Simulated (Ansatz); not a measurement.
# WSe2: relaxation, part 2 of 2

The task: find the equilibrium structure of WSe2.

Ansatz 0.2.0; DFT PBEsol, scalar-relativistic, plane waves, PAW.

## (3) Full relaxation

Input file input.yaml:

```yaml
crystal:
  lattice:
    - [3.2899984505, 0.0, 0.0]
    - [-1.6449992252, 2.8492222365, 0.0]
    - [0.0, 0.0, 12.97]
  atoms:
    - { symbol: W, position: [0.3333333333, 0.6666666667, 0.25] }
    - { symbol: W, position: [0.6666666667, 0.3333333333, 0.75] }
    - { symbol: Se, position: [0.3333333333, 0.6666666667, 0.621] }
    - { symbol: Se, position: [0.6666666667, 0.3333333333, 0.121] }
    - { symbol: Se, position: [0.3333333333, 0.6666666667, 0.879] }
    - { symbol: Se, position: [0.6666666667, 0.3333333333, 0.379] }
basis:
  ecutwfc: 420
kpoints:
  mp_grid: { grid: [9, 9, 2] }
hamiltonian:
  xc: pbesol
  pseudopotentials: { kind: paw, azcp: { folder: soft_1 } }
scf:
  occupations: { method: gaussian, width: 0.02 }
output:
  forces: true
  stress: true
  eigenvalues: true
  write_density: true
  write_potential: true
  elf: true
  volumetric_format: npy
relax:
  adjacent_minimum: "off"
  f_tol: 0.005
  max_steps: 80
  cell: { stress_tol: 0.05 }
```

Launch:

```console
ansatz run input.yaml --threads 4 --pin off --max-ram 8192MiB --backend cpu --events-out ev --progress --plain --runs-dir out
```

Standard output:

```text
Warning: <dir> the record states the generating functional pbe (its physics header spells it `PBE`), which answers neither for hamiltonian.xc's functional nor for the pbesol family's — results may be inconsistent (PPs are generated against a specific XC)
Warning: <dir> the record states the generating functional pbe (its physics header spells it `PBE`), which answers neither for hamiltonian.xc's functional nor for the pbesol family's — results may be inconsistent (PPs are generated against a specific XC)
Warning: RAYON_NUM_THREADS=4 ignored (pool sized by the plan → 4); use --threads N
Engine: ansatz 0.2.0, aarch64-unknown-linux-gnu
Pseudopotentials: kind: paw
Pseudopotential: W, paw, valence charge 14, recommended cutoff 420 eV (normal), <dir>
Pseudopotential: Se, paw, valence charge 16, recommended cutoff 420 eV (normal), <dir>
Functional definition: PBEsol
  exchange = pbesol_x
  correlation = pbesol_c
Crystal: 6 atoms, lattice volume = 121.580 Å³
Basis set: ecut = 420 eV, 2419 PW (Γ), exchange–correlation on 48×48×180 points (8 copies of the dense FFT grid, shifted against one another)
Bands: 56, of which v1, the nominal top of the filled ones, is band 46 counted from 1 (45 counted from 0)
Symmetry: 24 space group operations
Space group: P63/mmc (ITA 194), of the structure as read, at distance tolerance 5.0e-5 Å
k-points: 24 of 162
Non-local potential: W, projectors of the file, l = 0: 3, l = 1: 2, l = 2: 2, l = 3: 1
Non-local potential: Se, projectors of the file, l = 0: 2, l = 1: 2, l = 2: 3, l = 3: 1
PAW form: soft (Blöchl's): semilocal exchange-correlation on the pseudo side does not see the compensation charge
PAW frozen core: W, regenerated for the run's functional, and the local potential with it (the file was generated under x = pbe(κ = 0.804, μ = 0.2195149727645171), c = pbe(β = 0.06672455060314922))
PAW frozen core: Se, regenerated for the run's functional, and the local potential with it (the file was generated under x = pbe(κ = 0.804, μ = 0.2195149727645171), c = pbe(β = 0.06672455060314922))
PAW one-centre angular grid: W, 590 points (default); XC on 64 Gauss nodes
PAW one-centre angular grid: Se, 590 points (default); XC on 64 Gauss nodes
Initial density: superposition of atomic densities (chi_scale 0.1, normalization cell, long waves kept (reshape's long-wave potential 0.04 eV rms))
Initial wavefunctions: pseudopotential atomic-orbital guess
Functional: x = pbesol(κ = 0.804, μ = 0.12345679012345678), c = pbesol(β = 0.046)
SCF iter   1: F=—  HF=-42216.724542 eV  |F-HF|=—  |Δ(HF+E_count)|=         —  Δρ=3.67e-2  dr2=5.79e0  ethr=3.10e-3  ⟨swp⟩=6.5  Hψ=4837  notcnv=0  defer=1
preconditioner: auto → Resta (q_TF=auto, 2.604 Å⁻¹)  ε∞=6.1  [insulator: Δε(μ)=0.843 eV  Ē_g=8.960 eV  σ=0.020 eV  W_gap=1.00  n_scr=40 (ndim 8)  ℏωp=20.2 eV  f_vac=0.022  D(μ)=0.00/eV (n_scr^D=0)  ε∞_Penn≈6.1]
SCF iter   2: F=—  HF=-42215.845880 eV  |F-HF|=—  |Δ(HF+E_count)|=   8.79e-1  Δρ=2.24e-2  dr2=8.15e-1  ethr=3.10e-3  ⟨swp⟩=2.7  Hψ=1886  notcnv=0  defer=58
SCF iter   3: F=—  HF=-42215.638771 eV  |F-HF|=—  |Δ(HF+E_count)|=   2.07e-1  Δρ=8.61e-3  dr2=2.48e-1  ethr=8.85e-4  ⟨swp⟩=2.1  Hψ=1811  notcnv=0  defer=58
SCF iter   4: F=—  HF=-42215.588707 eV  |F-HF|=—  |Δ(HF+E_count)|=   5.01e-2  Δρ=2.26e-3  dr2=8.30e-3  ethr=2.70e-4  ⟨swp⟩=2.3  Hψ=1816  notcnv=0  defer=58
SCF iter   5: F=—  HF=-42215.588627 eV  |F-HF|=—  |Δ(HF+E_count)|=   8.07e-5  Δρ=9.65e-4  dr2=1.84e-3  ethr=9.02e-6  ⟨swp⟩=2.0  Hψ=2600  notcnv=0  defer=58
SCF iter   6: F=—  HF=-42215.588936 eV  |F-HF|=—  |Δ(HF+E_count)|=   3.09e-4  Δρ=3.73e-4  dr2=1.84e-4  ethr=2.00e-6  ⟨swp⟩=2.0  Hψ=2510  notcnv=0  defer=58
SCF iter   7: F=—  HF=-42215.589104 eV  |F-HF|=—  |Δ(HF+E_count)|=   1.68e-4  Δρ=8.26e-5  dr2=7.66e-6  ethr=2.00e-7  ⟨swp⟩=2.0  Hψ=1718  notcnv=0  defer=58
SCF iter   8: F=—  HF=-42215.589114 eV  |F-HF|=—  |Δ(HF+E_count)|=   1.02e-5  Δρ=2.80e-5  dr2=8.56e-7  ethr=8.33e-9  ⟨swp⟩=2.0  Hψ=2381  notcnv=0  defer=58
SCF iter   9: F=-42215.589116 eV  HF=-42215.589116 eV  |F-HF|=3.75e-9  |Δ(HF+E_count)|=   1.47e-6  Δρ=7.70e-6  dr2=4.50e-8  ethr=1.09e-10  ⟨swp⟩=15.1  Hψ=9761  notcnv=0
SCF 1 converged in 9 iterations: F = -42215.589116 eV  dr2 = 4.50e-8
relax step   1: F+E_penalty+E_count = -42215.58911560 eV  Δ(F+E_penalty+E_count) = +0.000e0 eV  max|allowed force component| = 1.301e-1 eV/Å  Δτ_max = 0.0000 Å  P = -1.252 GPa  Ω = 121.580 Å³  (9 SCF iters, dr2 threshold 1.00e-7 eV, accepted)
Crystal: 6 atoms, lattice volume = 120.022 Å³
Basis set: ecut = 420 eV, 2397 PW (Γ), exchange–correlation on 48×48×180 points (8 copies of the dense FFT grid, shifted against one another)
Initial density: handed on by an earlier stage of this run
Initial wavefunctions: those handed on with the density
iter 1 solved again at ethr=4.00e-5 eV; its pass at ethr=3.10e-3 eV (dr2=3.68e-2 eV) is discarded
SCF iter   1: F=—  HF=-42215.588384 eV  |F-HF|=—  |Δ(HF+E_count)|=         —  Δρ=3.18e-3  dr2=3.77e-2  ethr=4.00e-5  ⟨swp⟩=2.7  Hψ=6101  notcnv=0
preconditioner: auto → Resta (q_TF=auto, 2.610 Å⁻¹)  ε∞=6.0  [insulator: Δε(μ)=1.157 eV  Ē_g=9.114 eV  σ=0.020 eV  W_gap=1.00  n_scr=40 (ndim 8)  ℏωp=20.3 eV  f_vac=0.052  D(μ)=0.00/eV (n_scr^D=0)  ε∞_Penn≈6.0]
SCF iter   2: F=—  HF=-42215.583018 eV  |F-HF|=—  |Δ(HF+E_count)|=   5.37e-3  Δρ=1.39e-3  dr2=1.97e-3  ethr=4.00e-5  ⟨swp⟩=3.0  Hψ=1818  notcnv=0
SCF iter   3: F=—  HF=-42215.582574 eV  |F-HF|=—  |Δ(HF+E_count)|=   4.43e-4  Δρ=6.94e-4  dr2=7.29e-4  ethr=2.14e-6  ⟨swp⟩=2.7  Hψ=2495  notcnv=0
SCF iter   4: F=—  HF=-42215.582442 eV  |F-HF|=—  |Δ(HF+E_count)|=   1.32e-4  Δρ=1.68e-4  dr2=2.70e-5  ethr=7.93e-7  ⟨swp⟩=2.0  Hψ=1777  notcnv=0
SCF iter   5: F=—  HF=-42215.582436 eV  |F-HF|=—  |Δ(HF+E_count)|=   6.05e-6  Δρ=8.29e-5  dr2=4.42e-6  ethr=2.93e-8  ⟨swp⟩=2.0  Hψ=2408  notcnv=0
SCF iter   6: F=-42215.582437 eV  HF=-42215.582437 eV  |F-HF|=1.53e-7  |Δ(HF+E_count)|=   8.59e-7  Δρ=1.34e-5  dr2=2.09e-7  ethr=6.52e-10  ⟨swp⟩=8.2  Hψ=10780  notcnv=0
SCF 2 converged in 6 iterations: F = -42215.582437 eV  dr2 = 2.09e-7
relax step   2: F+E_penalty+E_count = -42215.58243700 eV  Δ(F+E_penalty+E_count) = +6.679e-3 eV  max|allowed force component| = 6.813e-2 eV/Å  Δτ_max = 0.0212 Å  P = +1.993 GPa  Ω = 120.022 Å³  energy of the carried Pulay correction = +3.679e-4 eV  (6 SCF iters, dr2 threshold 6.00e-7 eV, rejected (line search))
Crystal: 6 atoms, lattice volume = 121.489 Å³
iter 1 solved again at ethr=1.74e-5 eV; its pass at ethr=3.10e-3 eV (dr2=1.60e-2 eV) is discarded
SCF iter   1: F=—  HF=-42215.601439 eV  |F-HF|=—  |Δ(HF+E_count)|=         —  Δρ=1.82e-3  dr2=1.64e-2  ethr=1.74e-5  ⟨swp⟩=2.1  Hψ=5932  notcnv=0
preconditioner: auto → Resta (q_TF=auto, 2.605 Å⁻¹)  ε∞=6.0  [insulator: Δε(μ)=1.091 eV  Ē_g=9.039 eV  σ=0.020 eV  W_gap=1.00  n_scr=40 (ndim 8)  ℏωp=20.2 eV  f_vac=0.047  D(μ)=0.00/eV (n_scr^D=0)  ε∞_Penn≈6.0]
SCF iter   2: F=—  HF=-42215.599161 eV  |F-HF|=—  |Δ(HF+E_count)|=   2.28e-3  Δρ=8.15e-4  dr2=8.81e-4  ethr=1.74e-5  ⟨swp⟩=2.1  Hψ=1776  notcnv=0
SCF iter   3: F=—  HF=-42215.598959 eV  |F-HF|=—  |Δ(HF+E_count)|=   2.02e-4  Δρ=3.98e-4  dr2=3.43e-4  ethr=9.57e-7  ⟨swp⟩=2.5  Hψ=2094  notcnv=0
SCF iter   4: F=—  HF=-42215.598888 eV  |F-HF|=—  |Δ(HF+E_count)|=   7.11e-5  Δρ=9.65e-5  dr2=1.20e-5  ethr=3.72e-7  ⟨swp⟩=2.0  Hψ=1663  notcnv=0
SCF iter   5: F=—  HF=-42215.598894 eV  |F-HF|=—  |Δ(HF+E_count)|=   5.91e-6  Δρ=4.72e-5  dr2=1.85e-6  ethr=1.31e-8  ⟨swp⟩=2.0  Hψ=2400  notcnv=0
SCF iter   6: F=—  HF=-42215.598880 eV  |F-HF|=—  |Δ(HF+E_count)|=   1.37e-5  Δρ=6.10e-6  dr2=3.60e-8  ethr=2.01e-9  ⟨swp⟩=2.2  Hψ=1951  notcnv=0
SCF iter   7: F=—  HF=-42215.598880 eV  |F-HF|=—  |Δ(HF+E_count)|=   3.98e-8  Δρ=1.63e-6  dr2=3.51e-9  ethr=3.91e-11  ⟨swp⟩=2.0  Hψ=2101  notcnv=0
SCF iter   8: F=—  HF=-42215.598880 eV  |F-HF|=—  |Δ(HF+E_count)|=   2.04e-9  Δρ=4.35e-7  dr2=2.46e-10  ethr=3.81e-12  ⟨swp⟩=2.0  Hψ=1754  notcnv=0
SCF iter   9: F=-42215.598880 eV  HF=-42215.598880 eV  |F-HF|=1.46e-11  |Δ(HF+E_count)|=  7.28e-11  Δρ=1.18e-7  dr2=3.14e-11  ethr=1.00e-12  ⟨swp⟩=6.1  Hψ=6103  notcnv=0
SCF 3 converged in 9 iterations: F = -42215.598880 eV  dr2 = 3.14e-11
relax step   3: F+E_penalty+E_count = -42215.59888008 eV  Δ(F+E_penalty+E_count) = -9.764e-3 eV  max|allowed force component| = 2.014e-2 eV/Å  Δτ_max = 0.0145 Å  P = -0.095 GPa  Ω = 121.489 Å³  energy of the carried Pulay correction = +2.134e-5 eV  (9 SCF iters, accepted)
[... 12 lines left out ...]
relax step   4: F+E_penalty+E_count = -42215.59992951 eV  Δ(F+E_penalty+E_count) = -1.049e-3 eV  max|allowed force component| = 1.293e-2 eV/Å  Δτ_max = 0.0137 Å  P = +0.080 GPa  Ω = 122.277 Å³  energy of the carried Pulay correction = -1.631e-4 eV  (7 SCF iters, dr2 threshold 1.10e-7 eV, accepted)
[... 10 lines left out ...]
relax step   5: F+E_penalty+E_count = -42215.59995031 eV  Δ(F+E_penalty+E_count) = -2.080e-5 eV  max|allowed force component| = 4.177e-3 eV/Å  Δτ_max = 0.0023 Å  P = +0.025 GPa  Ω = 122.483 Å³  energy of the carried Pulay correction = -2.111e-4 eV  (5 SCF iters, dr2 threshold 7.33e-8 eV, accepted)
[... 11 lines left out ...]
relax step   6: F+E_penalty+E_count = -42215.60020972 eV  Δ(F+E_penalty+E_count) = -2.594e-4 eV  max|allowed force component| = 4.148e-3 eV/Å  Δτ_max = 0.0000 Å  P = +0.025 GPa  Ω = 122.483 Å³  stress off target by 5.17e-2 GPa  SCF on the basis re-selected at this cell (its energy is not comparable with the rows above)  (7 SCF iters)
[... 10 lines left out ...]
relax step   7: F+E_penalty+E_count = -42215.60020050 eV  Δ(F+E_penalty+E_count) = +9.222e-6 eV  max|allowed force component| = 3.114e-5 eV/Å  Δτ_max = 0.0006 Å  P = +0.001 GPa  Ω = 122.545 Å³  energy of the carried Pulay correction = -1.507e-5 eV  (5 SCF iters, dr2 threshold 6.69e-9 eV, accepted)
iter 1 solved again at ethr=5.42e-8 eV; its pass at ethr=3.10e-3 eV (dr2=4.99e-5 eV) is discarded
SCF iter   1: F=—  HF=-42215.600228 eV  |F-HF|=—  |Δ(HF+E_count)|=         —  Δρ=1.56e-6  dr2=5.06e-9  ethr=5.42e-8  ⟨swp⟩=3.5  Hψ=8675  notcnv=0
eigensolver tolerance schedule: the retry pair's looser diagonalisation over-reported the residual by 9864.76 of it (diagonalisation noise at 0.21 of the residual, at the tolerance the schedule requests for it); recorded, not acted on — ethr = c·dr2/N_el stays at c = 1.0e-1
SCF iter   2: F=—  HF=-42215.600214 eV  |F-HF|=—  |Δ(HF+E_count)|=   1.43e-5  Δρ=8.79e-7  dr2=8.72e-10  ethr=5.50e-12  ⟨swp⟩=3.0  Hψ=3163  notcnv=0
SCF iter   3: F=—  HF=-42215.600214 eV  |F-HF|=—  |Δ(HF+E_count)|=  6.26e-10  Δρ=4.51e-7  dr2=4.41e-10  ethr=1.00e-12  ⟨swp⟩=2.0  Hψ=1561  notcnv=0
SCF iter   4: F=—  HF=-42215.600214 eV  |F-HF|=—  |Δ(HF+E_count)|=  3.35e-10  Δρ=1.74e-7  dr2=6.18e-11  ethr=1.00e-12  ⟨swp⟩=2.0  Hψ=1629  notcnv=0
SCF iter   5: F=-42215.600214 eV  HF=-42215.600214 eV  |F-HF|=2.91e-11  |Δ(HF+E_count)|=  4.37e-11  Δρ=7.82e-8  dr2=6.07e-12  ethr=1.00e-12  ⟨swp⟩=5.7  Hψ=5932  notcnv=0
SCF 8 converged in 5 iterations: F = -42215.600214 eV  dr2 = 6.07e-12
relax step   8: F+E_penalty+E_count = -42215.60021415 eV  Δ(F+E_penalty+E_count) = -1.365e-5 eV  max|allowed force component| = 2.826e-5 eV/Å  Δτ_max = 0.0000 Å  P = +0.001 GPa  Ω = 122.545 Å³  stress off target by 1.92e-3 GPa  SCF on the basis re-selected at this cell (its energy is not comparable with the rows above)  (5 SCF iters)
basis re-selected at this cell: Δ(F+E_penalty+E_count) = -1.365e-5 eV, ΔP = -0.000 GPa vs the last step (what re-selecting the basis moved, of the pressure what is left beyond the Pulay correction that the steps carried, after the strain that the cell walked since its last selection, with what the two solves' SCF thresholds leave and, on support functions, any second-order correction that the steps lacked; it is no measure of the basis error at this ecutwfc). This SCF's stress stands 1.92e-3 GPa from its target on what of the cell is left free (relax.cell.stress_tol is 5.00e-2 GPa) and its largest allowed force component is 2.83e-5 eV/Å (relax.f_tol is 5.00e-3 eV/Å): within both
SCF converged after 5 iterations
Free energy (F): -42215.600214 eV
Harris-Foulkes:  -42215.600214 eV  (|F-HF|=2.91e-11)
Internal energy: -42215.600214 eV  (E = F + TS)
E sigma→0 (E₀):  -42215.600214 eV
Fermi energy:    12.764303 eV
--- Per-component energies (eV) ---
  E_band       = -1745.650709
  E_kinetic    = 1290.734706
  E_local      = -12540.681241  (includes V_loc(G=0)·N_el)
  E_nonlocal   = -1455.696285
  E_hartree    = 6435.613732
  E_xc         = -872.069852
  E_vxc        = -826.284327  (∫ρ·V_xc dr)
  E_paw        = -25247.362894  (= ΣΔE_a)
  E_vpaw       = -1084.950005  (= ΣTr[D̂ρ^β])
  E_aug_tail   = -0.001208  (compensation charges beyond the density's cutoff)
  E_ewald      = -9830.614695
  E_core_change = 4.477523  (= ΣΔE_core)
  E_smearing   = -0.000000  (= −TS)
  E_closure    = -0.000000  (closes the sum)
  Σ components = -42215.600214   (vs F -42215.600214, Δ=0.00e0)
--- Forces (eV/Å), atoms counted from 1 ---
  atom   1  W     -0.00000000     0.00000000     0.00000000
  atom   2  W      0.00000000    -0.00000000     0.00000000
  atom   3  Se     0.00000000     0.00000000     0.00002826
  atom   4  Se     0.00000000    -0.00000000     0.00002826
  atom   5  Se     0.00000000     0.00000000    -0.00002826
  atom   6  Se     0.00000000    -0.00000000    -0.00002826
  max |Σ_I F_I| component: 2.43e-17 eV/Å
--- Stress (GPa, compression-positive) ---
       -0.000089      -0.000000       0.000000
       -0.000000      -0.000089      -0.000000
        0.000000      -0.000000       0.001924
  P = ⅓ Tr σ = 0.0006 GPa (0.006 kbar)
--- Band table (eV; the first three rows and the last of 24) ---
  k-point 0: bands = ["-61.9306", "-61.9306", "-35.5859", "-35.5859", "-35.5859", "-35.5859", "-35.5853", "-35.5853", "-35.5853", "-35.5853", "-35.5568", "-35.5568", "-35.5566", "-35.5566", "-35.5556", "-35.5556", "-35.5554", "-35.5554", "-35.5450", "-35.5447", "-35.5428", "-35.5426", "-26.2014", "-26.2014", "-26.0473", "-26.0473", "-26.0473", "-26.0473", "-3.0396", "-2.8424", "-1.8251", "-1.4887", "5.1516", "6.1027", "8.6833", "9.6286", "9.6286", "9.6408", "9.6408", "10.7765", "10.7765", "10.8166", "10.8166", "11.0064", "11.1106", "12.1944", "14.9975", "14.9975", "15.0370", "15.0370", "15.1172", "15.1172", "15.2797", "15.2797", "16.7640", "17.4519"]
  k-point 1: bands = ["-61.9306", "-61.9306", "-35.5859", "-35.5859", "-35.5859", "-35.5859", "-35.5853", "-35.5853", "-35.5853", "-35.5853", "-35.5567", "-35.5567", "-35.5567", "-35.5567", "-35.5555", "-35.5555", "-35.5555", "-35.5555", "-35.5448", "-35.5448", "-35.5427", "-35.5427", "-26.2014", "-26.2014", "-26.0473", "-26.0473", "-26.0473", "-26.0473", "-2.9523", "-2.9523", "-1.6474", "-1.6474", "5.5563", "5.5563", "9.6097", "9.6097", "9.6346", "9.6346", "9.6346", "9.6346", "10.7966", "10.7966", "10.7966", "10.7966", "11.9542", "11.9542", "15.0055", "15.0055", "15.0055", "15.0055", "15.2099", "15.2099", "15.2099", "15.2099", "17.1299", "17.1299"]
  k-point 2: bands = ["-61.9293", "-61.9293", "-35.5858", "-35.5858", "-35.5854", "-35.5854", "-35.5854", "-35.5853", "-35.5848", "-35.5848", "-35.5569", "-35.5569", "-35.5567", "-35.5567", "-35.5559", "-35.5557", "-35.5556", "-35.5554", "-35.5447", "-35.5445", "-35.5425", "-35.5423", "-26.1952", "-26.1952", "-26.0772", "-26.0772", "-26.0542", "-26.0542", "-2.8486", "-2.6526", "-1.7213", "-1.4000", "5.3949", "6.3445", "8.5087", "9.0728", "9.1011", "9.8086", "9.8304", "9.9361", "10.4629", "10.5117", "10.6759", "11.1527", "11.3246", "11.9281", "14.4283", "14.6450", "14.7681", "14.7742", "14.8602", "15.0592", "15.2769", "15.3798", "17.7320", "18.3331"]
  k-point 23: bands = ["-61.9180", "-61.9180", "-35.5840", "-35.5840", "-35.5827", "-35.5827", "-35.5826", "-35.5826", "-35.5824", "-35.5824", "-35.5587", "-35.5587", "-35.5578", "-35.5578", "-35.5568", "-35.5568", "-35.5566", "-35.5566", "-35.5425", "-35.5425", "-35.5400", "-35.5400", "-26.2360", "-26.2360", "-26.2078", "-26.2078", "-26.1422", "-26.1422", "-0.5462", "-0.5462", "-0.4623", "-0.4623", "6.4551", "6.4551", "6.5895", "6.5895", "7.5093", "7.5093", "8.0011", "8.0011", "8.7722", "8.7722", "9.5434", "9.5434", "11.9468", "11.9468", "13.6673", "13.6673", "14.6833", "14.6833", "15.5334", "15.5334", "16.7328", "16.7328", "18.3486", "18.3486"]
--- Relaxed structure (6 steps of the walk, 5 accepted, 2 SCFs on fresh bases) ---
  F+E_penalty+E_count = -42215.60021415 eV   max|allowed force component| = 2.826e-5 eV/Å   (the final SCF, on the basis selected at the relaxed cell)
  cell:  # Å, volume = 122.5454 Å³
    - [3.2710351918476035, -2.8701209741560474e-11, -2.813875393161378e-33]
    - [-1.6355175958989459, 2.8327995728272803, 7.772629279203e-35]
    - [-5.0422742523309016e-33, -6.050729102797081e-33, 13.225007434344683]
  atoms:
    - { symbol: W, position: [0.33333333333333326, 0.6666666666666667, 0.24999999999999992] }
    - { symbol: W, position: [0.6666666666666666, 0.33333333333333337, 0.7499999999999998] }
    - { symbol: Se, position: [0.33333333333333326, 0.6666666666666667, 0.6234061263510132] }
    - { symbol: Se, position: [0.6666666666666666, 0.33333333333333337, 0.12340612635101339] }
    - { symbol: Se, position: [0.33333333333333326, 0.6666666666666667, 0.8765938736489866] }
    - { symbol: Se, position: [0.6666666666666666, 0.33333333333333337, 0.37659387364898644] }
```

Run time: 17 s. Hardware: 4 threads of Arm Neoverse V2, shared host; peak memory 0.56 GiB.

Relaxation path:

| step | E - E(step 1) (eV/cell) | largest force component (eV/Å) | pressure (GPa) | volume (Å³) |
| --- | --- | --- | --- | --- |
| 1 | 0.0000 | 0.1301 | -1.25 | 121.58 |
| 2 | 0.0067 | 0.0681 | 1.99 | 120.02 |
| 3 | -0.0098 | 0.0201 | -0.09 | 121.49 |
| 4 | -0.0108 | 0.0129 | 0.08 | 122.28 |
| 5 | -0.0108 | 0.0042 | 0.02 | 122.48 |
| 6 | -0.0111 | 0.0041 | 0.03 | 122.48 |
| 7 | -0.0111 | 0.0000 | 0.00 | 122.55 |
| 8 | -0.0111 | 0.0000 | 0.00 | 122.55 |

Step 1 is the start. Steps 6, 8 each repeat the geometry before them on a plane-wave basis chosen anew, so the energy can jump there without any move. Step 2 was tried and not accepted.

|  | before | after | change |
| --- | --- | --- | --- |
| a (Å) | 3.290 | 3.271 | -0.6 % |
| b (Å) | 3.290 | 3.271 | -0.6 % |
| c (Å) | 12.970 | 13.225 | +2.0 % |
| volume (Å³/atom) | 20.26 | 20.42 | +0.8 % |
| shortest distance (Å) | 2.531 | 2.524 | -0.3 % |
| space group (0.01 Å) | P6_3/mmc | P6_3/mmc | same |

Forces and stress were held to the start's 24 operations: a distortion of lower symmetry was not tested.

Density in a lattice plane of the grid's cell (edges 3.27 and 13.23 Å, at 0.333 of the third edge), which holds W and Se.

Ten even steps from '0' (0.03 e/Å³) to '9' (20.52 e/Å³):
```
000000
000000
000000
000010
000222
000010
000000
000000
000000
000000
000000
000191
000170
000000
000000
000000
000060
000191
000000
000000
```
Columns run along the first of these edges and rows up along the second, over one cell in 6 and 20 even steps from the bottom left corner. Atoms in the plane (fractional): W at (0.67, 0.75), Se at (0.67, 0.12), Se at (0.67, 0.38).

ELF in the same plane.

Ten even steps from ' ' (0.02) to '@' (0.89):
```
==##==      
##%%##--..::
######==::--
--++--==##==
::--::##..##
--++--==##==
######--::--
##%%##--..::
==##==      
      ..--..
==  ==@@@@@@
##..####==%%
##::####::##
--..--******
::==::::..::
--..--******
##::####::##
##..####--##
==  ==@@@@@@
      ..::..
```
Columns run along the first of these edges and rows up along the second, over one cell in 6 and 20 even steps from the bottom left corner. Atoms in the plane (fractional): W at (0.67, 0.75), Se at (0.67, 0.12), Se at (0.67, 0.38).

Both are smooth fields of the valence electrons: close to the nuclei they are not physical.

Outside the cores ELF peaks at 0.89 beside Se, off the lines to its neighbours, 0.9 Å from Se; 0.79 on the Se–W line, 0.9 Å from Se; 0.50 between the atoms, 1.9 Å from W.

## (4) What came out

This closing draws on all 2 parts. Changes of volume or cell count from the first structure of part 1.

| quantity | value |
| --- | --- |
| relaxed cell | a = 3.271 Å, b = 3.271 Å, c = 13.225 Å, α = 90.00°, β = 90.00°, γ = 120.00° |
| space group (0.01 Å) | P6_3/mmc (No. 194) |
| volume | 20.42 Å³/atom |
| gap on the mesh | 1.14 eV |

**Reading.** The relaxed volume is 0.8 % larger than at the start. The shape changed too: the edges of the input's cell moved by -0.6, -0.6, +2.0 %. A measured lattice constant a of WSe2 is 3.282 Å (quoted in “Random anion distribution in MSxSe2−x (M = Mo, W) crystals and nanosheets”, 2018, pmc:9078701); the calculated 3.271 Å misses it by -0.3 %. Measured lattice constant c of WSe2: 12.96 Å (quoted in “Random anion distribution in MSxSe2−x (M = Mo, W) crystals and nanosheets”, 2018, pmc:9078701). This calculation gives 13.225 Å (+2.0 %). 3 values of this kind are on record (12.95 to 12.977 Å); this one was drawn at random among those near their median, those with a stated uncertainty first. That is the cell relaxed with PBEsol, without thermal expansion or zero-point motion. Spin-orbit coupling is left out, which matters for the bands of W. Layers here are held mostly by dispersion, which this level lacks, so their spacing and the stiffness across them are unreliable there.

The gaps are Kohn-Sham values of a semilocal functional, not quasiparticle or optical gaps. Such gaps usually fall short of the measured ones.
